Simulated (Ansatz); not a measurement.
Crystal: Mg3Sb2.

```
Sb Mg
1.0
     4.58200    0.00000    0.00000
    -2.29100    3.96813    0.00000
     0.00000    0.00000    7.24400
Sb Mg
2 3
Direct
  0.66667 0.33333 0.76500
  0.33333 0.66667 0.23500
  0.00000 0.00000 0.00000
  0.66667 0.33333 0.37000
  0.33333 0.66667 0.63000
```

Base run:

* Program: Ansatz 0.2.0
* Functional: revPBE
* Potentials or basis: Ansatz PAW
* Cutoff: 420 eV (not typed: the program's choice for these potentials)
* k mesh: 7 × 7 × 4
* Occupations: fermi-dirac, width 0.05 eV
* Spin: no spin polarisation

Its results: band gap on the k mesh 0.42 eV, indirect (least direct gap 1.25 eV); pressure 1.9 GPa; largest force 0.514 eV/Å.

The run is repeated on the same cell with these changes: functional from revPBE to BLYP. What comes out?

Band gap on the k mesh 0.40 eV, indirect (least direct gap 1.25 eV); pressure 2.5 GPa; largest force 0.352 eV/Å.

Caveats: odd divisions of the mesh miss points on the zone boundary, where band edges often lie, so the gap on the mesh can be too wide; spin-orbit coupling is left out, which moves the levels of the heavy elements; the PAW data sets come from PBE, with cores solved anew for the run's functional, which leaves a small shift of forces and pressure; the density of states is complete only up to the lowest level of the last band computed.

A k mesh can miss the band edges.
